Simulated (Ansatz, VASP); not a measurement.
**C in two plane-wave programs**

One calculation is typed for both programs; each brings its own data sets. How far apart do they land? The cell is taken from a series of runs on this material, whose earlier steps may have relaxed, scaled, displaced or heated it; both programs get it as it stands.

Main program and level: Ansatz 0.2.0; plane waves, with VASP 6.6.1 beside it; single point at HSE06 with D3(BJ).

## Step 1: Starting point

It takes space group R-3m (No. 166, trigonal). The conventional cell has a = 2.460 Å, b = 2.460 Å, c = 53.500 Å, α = 90.00°, β = 90.00°, γ = 120.00°. C has 3 C at 1.42 Å nearest. Nearest to C lie 3 C at 1.42 Å. C has 3 C at 1.42 Å nearest.

Structure file:

```cif
data_structure
_symmetry_space_group_name_H-M 'P 1'
_symmetry_Int_Tables_number 1
_cell_length_a 2.4600
_cell_length_b 2.4600
_cell_length_c 17.8898
_cell_angle_alpha 93.942
_cell_angle_beta 90.000
_cell_angle_gamma 120.000
_cell_volume 93.46
loop_
_atom_site_label
_atom_site_type_symbol
_atom_site_fract_x
_atom_site_fract_y
_atom_site_fract_z
_atom_site_occupancy
C1 C 0.23900 0.47800 0.71700 1
C2 C 0.76100 0.52200 0.28300 1
C3 C 0.09400 0.18800 0.28200 1
C4 C 0.90600 0.81200 0.71800 1
C5 C 0.03100 0.06200 0.09300 1
C6 C 0.96900 0.93800 0.90700 1
C7 C 0.36500 0.73000 0.09500 1
C8 C 0.63500 0.27000 0.90500 1
```

## Step 2: Ansatz: single point, HSE06 with D3(BJ)

Ansatz runs on its default PAW (the set named soft_2) files.

With cell and atoms fixed, the geometry can't cause a difference; cores, projectors, grids and the points listed under the comparison can.

input.yaml

```yaml
crystal:
  lattice:
    - [2.46, 0.0, 0.0]
    - [-1.23, 2.1304224933, 0.0]
    - [0.0, -1.4202816622, 17.8333333333]
  atoms:
    - { symbol: C, position: [0.239, 0.478, 0.717] }
    - { symbol: C, position: [0.761, 0.522, 0.283] }
    - { symbol: C, position: [0.094, 0.188, 0.282] }
    - { symbol: C, position: [0.906, 0.812, 0.718] }
    - { symbol: C, position: [0.031, 0.062, 0.093] }
    - { symbol: C, position: [0.969, 0.938, 0.907] }
    - { symbol: C, position: [0.365, 0.73, 0.095] }
    - { symbol: C, position: [0.635, 0.27, 0.905] }
kpoints:
  mp_grid: { grid: [5, 5, 5] }
hamiltonian:
  xc: hse06
  dispersion: d3bj
scf:
  occupations: { method: fixed }
  n_extra_bands: 6
  lower_state_search: "off"
  convergence: { dr2_threshold: 1.0e-09 }
output:
  eigenvalues: true
basis:
  ecutwfc: 650
```

Launch:

```bash
$ ansatz run input.yaml --threads 20 --pin off --max-ram 73728MiB --backend cpu --events-out ev --progress --plain --runs-dir out
```

Numbers of over 12 decimals in the logs are rounded to 6 here.

What it wrote:

```text
scf.n_extra_bands = 6 over 16 filled bands (N_el = 32.0): the run solves 22 bands
Engine: ansatz 0.2.0, aarch64-unknown-linux-gnu
Pseudopotentials: kind: paw
Pseudopotential: C, paw, valence charge 4, recommended cutoff 420 eV (normal), C.paw.azcp
Functional definition: HSE06
  parameter a = 0.25
  parameter omega = 0.11/bohr
  exchange = pbe_x - a*pbe_x_sr(omega) + a*exact_x_sr(omega)
  correlation = pbe_c
davidson cushion auto → on  (no smearing: the cushion is to keep the highest requested band from converging to the state above it; pin scf.eigensolver.cushion to override)
Crystal: 8 atoms, lattice volume = 93.462 Å³
Basis set: ecut = 650 eV, 3513 PW (Γ)
Bands: 22, of which v1, the nominal top of the filled ones, is band 16 counted from 1 (15 counted from 0)
Symmetry: 12 space group operations
Space group: R-3m (ITA 166), of the structure as read, at distance tolerance 4.5e-5 Å
k-points: 19 of 125
Non-local potential: C, projectors of the file, l = 0: 2, l = 1: 2, l = 2: 1
PAW form: soft (Blöchl's): semilocal exchange-correlation on the pseudo side does not see the compensation charge
PAW frozen core: C, regenerated for the run's functional, and the local potential with it (the file was generated under x = pbe(κ = 0.804, μ = 0.219515), c = pbe(β = 0.066725))
PAW one-centre angular grid: C, 110 points (default); XC on 64 Gauss nodes
Initial density: superposition of atomic densities (neutral atoms: chi_scale 0, normalization atom), corrected by the library's trained network
Initial wavefunctions: pseudopotential atomic-orbital guess
Functional: x = pbe(κ = 0.804, μ = 0.219515), c = pbe(β = 0.066725), warm-up for x = pbe(κ = 0.804, μ = 0.219515) + 0.25 (exact − pbe) at short range (hse, ω = 0.207870 Å⁻¹), c = pbe(β = 0.066725); HSE06 as pw.x's `hse` composes it (authors' and Libxc's form: `xc: wpbeh`)
SCF iter   1: F=—  HF=-2008.376766 eV  |F-HF|=—  |Δ(HF+E_count)|=         —  Δρ=2.97e-3  dr2=8.10e-3  ethr=1.77e-3  ⟨swp⟩=10.2  Hψ=2289  notcnv=0
preconditioner: auto → none  [insulator: Δε(μ)=2.551 eV  Ē_g=14.630 eV  n_scr=12 (ndim 8)  ℏωp=21.7 eV  f_vac=0.254]
SCF iter   2: F=—  HF=-2008.376079 eV  |F-HF|=—  |Δ(HF+E_count)|=   6.87e-4  Δρ=1.26e-3  dr2=1.06e-3  ethr=2.53e-5  ⟨swp⟩=5.3  Hψ=1392  notcnv=0  defer=12
SCF iter   3: F=-2008.376210 eV  HF=-2008.376249 eV  |F-HF|=3.95e-5  |Δ(HF+E_count)|=   1.70e-4  Δρ=5.69e-4  dr2=3.29e-4  ethr=3.31e-6  ⟨swp⟩=5.0  Hψ=1325  notcnv=0  defer=13
SCF 1 stopped early in 3 iterations: F = -2008.376210 eV  dr2 = 3.29e-4
  greatest PAW one-centre occupation: 0.674 electrons in one spin orbital (limit 2), on the C atom at site 5 (counted from 0), in its partial waves of l = 0
Initial density: handed on by an earlier stage of this run
Initial wavefunctions: those handed on with the density
Functional: x = pbe(κ = 0.804, μ = 0.219515) + 0.25 (exact − pbe) at short range (hse, ω = 0.207870 Å⁻¹), c = pbe(β = 0.066725); HSE06 as pw.x's `hse` composes it (authors' and Libxc's form: `xc: wpbeh`)
Exchange kernel: α = 0.2500, screened, ω = 0.2079 Å⁻¹, Wigner–Seitz truncation, v(0) = 994.8341 eV·Å³, q-mesh 5×5×5, nearest image of the exchange supercell L = 12.30 Å, pair-density grid 18×18×150, without the augmentation charges, whose exchange is taken in its separable form by FFT convolution over the k-point mesh (the finest that the files' search goes to), smooth part of the exact exchange by density-matrix convolution
Frozen-core exchange: fock
SCF iter   1: F=—  HF=-2008.427947 eV  |F-HF|=—  |Δ(HF+E_count)|=         —  Δρ=7.52e-3  dr2=2.74e-2  ethr=1.03e-5  ⟨swp⟩=8.9  Hψ=2109  notcnv=0
preconditioner: auto → none  [insulator: Δε(μ)=3.148 eV  Ē_g=16.600 eV  n_scr=12 (ndim 8)  ℏωp=21.7 eV  f_vac=0.253]
SCF iter   2: F=—  HF=-2008.417288 eV  |F-HF|=—  |Δ(HF+E_count)|=   1.07e-2  Δρ=3.00e-3  dr2=3.25e-3  ethr=1.03e-5  ⟨swp⟩=3.8  Hψ=1372  notcnv=0
SCF iter   3: F=—  HF=-2008.423227 eV  |F-HF|=—  |Δ(HF+E_count)|=   5.94e-3  Δρ=9.77e-4  dr2=4.81e-4  ethr=9.15e-6  ⟨swp⟩=4.1  Hψ=1253  notcnv=0  defer=6
SCF iter   4: F=—  HF=-2008.423096 eV  |F-HF|=—  |Δ(HF+E_count)|=   1.31e-4  Δρ=2.16e-4  dr2=8.99e-5  ethr=1.48e-6  ⟨swp⟩=4.9  Hψ=1298  notcnv=0  defer=6
iter 5 solved again at ethr=1.58e-8 eV; its pass at ethr=2.58e-7 eV (dr2=5.05e-6 eV) is discarded
SCF iter   5: F=—  HF=-2008.423072 eV  |F-HF|=—  |Δ(HF+E_count)|=   2.37e-5  Δρ=1.12e-4  dr2=1.13e-5  ethr=1.58e-8  ⟨swp⟩=3.3  Hψ=2179  notcnv=0  defer=2
SCF iter   6: F=-2008.423145 eV  HF=-2008.423149 eV  |F-HF|=4.04e-6  |Δ(HF+E_count)|=   7.68e-5  Δρ=9.67e-5  dr2=5.94e-6  ethr=1.57e-8  ⟨swp⟩=5.4  Hψ=1535  notcnv=0  defer=21
SCF 2 stopped early in 6 iterations: F = -2008.423145 eV  dr2 = 5.94e-6
  greatest PAW one-centre occupation: 0.677 electrons in one spin orbital (limit 2), on the C atom at site 5 (counted from 0), in its partial waves of l = 0
hybrid outer 1: dexx = +7.858e-3 eV, tail = 2.31e-5 eV
Exchange kernel: α = 0.2500, screened, ω = 0.2079 Å⁻¹, Wigner–Seitz truncation, v(0) = 994.8341 eV·Å³, q-mesh 5×5×5, nearest image of the exchange supercell L = 12.30 Å, pair-density grid 18×18×150, without the augmentation charges, whose exchange is taken in its separable form by FFT convolution over the k-point mesh (the finest that the files' search goes to), smooth part of the exact exchange by density-matrix convolution
Frozen-core exchange: fock
SCF iter   1: F=—  HF=-2008.423150 eV  |F-HF|=—  |Δ(HF+E_count)|=         —  Δρ=2.87e-5  dr2=5.35e-7  ethr=3.62e-7  ⟨swp⟩=4.6  Hψ=1064  notcnv=0
preconditioner: auto → none  [insulator: Δε(μ)=3.150 eV  Ē_g=16.620 eV  n_scr=12 (ndim 8)  ℏωp=21.7 eV  f_vac=0.253]
SCF iter   2: F=—  HF=-2008.423150 eV  |F-HF|=—  |Δ(HF+E_count)|=   4.04e-8  Δρ=1.13e-5  dr2=8.58e-8  ethr=1.59e-9  ⟨swp⟩=4.7  Hψ=1457  notcnv=0  defer=7
SCF iter   3: F=—  HF=-2008.423150 eV  |F-HF|=—  |Δ(HF+E_count)|=   7.31e-9  Δρ=5.00e-6  dr2=4.76e-8  ethr=1.88e-10  ⟨swp⟩=4.2  Hψ=1167  notcnv=0  defer=6
SCF iter   4: F=—  HF=-2008.423150 eV  |F-HF|=—  |Δ(HF+E_count)|=   2.62e-7  Δρ=7.55e-6  dr2=5.72e-8  ethr=2.70e-11  ⟨swp⟩=5.8  Hψ=1697  notcnv=0  defer=34
SCF iter   5: F=—  HF=-2008.423150 eV  |F-HF|=—  |Δ(HF+E_count)|=   1.36e-8  Δρ=2.54e-6  dr2=1.50e-8  ethr=2.70e-11  ⟨swp⟩=4.7  Hψ=1501  notcnv=0  defer=7
iter 6 solved again at ethr=1.00e-12 eV; its pass at ethr=2.70e-11 eV (dr2=9.29e-11 eV) is discarded
SCF iter   6: F=—  HF=-2008.423150 eV  |F-HF|=—  |Δ(HF+E_count)|=   4.00e-9  Δρ=4.09e-7  dr2=1.13e-9  ethr=1.00e-12  ⟨swp⟩=3.8  Hψ=2218  notcnv=0
SCF iter   7: F=—  HF=-2008.423150 eV  |F-HF|=—  |Δ(HF+E_count)|=   4.67e-9  Δρ=1.50e-6  dr2=1.84e-9  ethr=1.00e-12  ⟨swp⟩=9.3  Hψ=1710  notcnv=0
SCF iter   8: F=-2008.423150 eV  HF=-2008.423150 eV  |F-HF|=1.73e-11  |Δ(HF+E_count)|=  5.32e-10  Δρ=1.88e-7  dr2=1.13e-10  ethr=1.00e-12  ⟨swp⟩=3.6  Hψ=1322  notcnv=0
SCF 3 converged in 8 iterations: F = -2008.423150 eV  dr2 = 1.13e-10
hybrid outer 2: dexx = +3.191e-7 eV, tail = 2.23e-9 eV, Δε = 2.68e-3 eV (about 3.46e-5 eV left of the loop's levels)
the search or the solves at the SCF's close seem to have found levels that the self-consistency loop had missed (the run counts 1). By its estimate they hold under 1e-12 electrons; where the run keeps them, the occupations were computed again with them
hybrid SCF converged: 2 outer / 14 inner (+3 warm-up), last move |dexx| = 3.19e-7 eV, tail = 2.23e-9 eV
Stability not checked: this state was not tested for a lower state beside it, because the functional holds exact exchange (a hybrid, or Hartree-Fock), whose exchange loop this test does not read (fock_operator; see scf.lower_state_search)
Free energy (F): -2008.423150 eV
Frozen-core exchange: fock
Harris-Foulkes:  -2008.423150 eV  (|F-HF|=1.73e-11)
Internal energy: -2008.423150 eV  (E = F + TS)
E sigma→0 (E₀):  -2008.423150 eV
Fermi energy:    2.603620 eV
--- Per-component energies (eV) ---
  E_band       = -205.282924
  E_kinetic    = 726.196476
  E_local      = -4939.252828  (includes V_loc(G=0)·N_el)
  E_nonlocal   = 214.722048
  E_hartree    = 2183.897630
  E_xc         = -310.873437
  E_vxc        = -381.084955  (∫ρ·V_xc dr)
  E_exx        = -71.935734  (= α·E_x^exact, valence–valence)
  E_paw        = -795.559534  (= ΣΔE_a)
  E_vpaw       = -49.787462  (= ΣTr[D̂ρ^β])
  E_aug_tail   = 0.000009  (compensation charges beyond the density's cutoff)
  E_ewald      = 985.523729
  E_disp       = -1.003763  (pairwise vdW)
  E_core_change = -0.137746  (= ΣΔE_core)
  E_smearing   = -0.000000  (= −TS)
  E_closure    = 0.000000  (closes the sum)
  Σ components = -2008.423150   (vs F -2008.423150, Δ=2.27e-13)
--- Band table (eV; the first three rows and the last of 19) ---
  k-point 0: bands = [... 12 lower, 0.2101, 0.2101, 0.2108, 0.2108, 7.6398, 8.9944, 9.5245, 12.0291, ... 2 higher]
  k-point 1: bands = [... 12 lower, 0.2101, 0.2101, 0.2108, 0.2108, 7.6573, 8.8348, 9.7682, 11.6571, ... 2 higher]
  k-point 2: bands = [... 12 lower, 0.2101, 0.2101, 0.2108, 0.2108, 7.6886, 8.6664, 10.1500, 11.1682, ... 2 higher]
  k-point 18: bands = [... 12 lower, 1.9615, 2.2338, 2.4619, 2.6036, 5.7541, 5.8191, 5.8626, 5.9383, ... 2 higher]
```

Reading the cycles: dr2 is the Hartree energy of the density residual (eV), the measure of convergence; HF is the Harris–Foulkes estimate of the energy, which meets the free energy F at convergence.

[end of part 1 of 2]

[Lines on the potential files, build, host, timing and source positions are cut from VASP's logs without a mark.]

[Logs are printed without paths, hosts, clocks, repeated set-up lines and the standing remarks that a program may print on its own settings, such as how far it seeks lower states.]

[Hosts, paths, dates, database ids (printed as entryN), source tags and the programs' standing remarks are cut or masked in the printed files.]
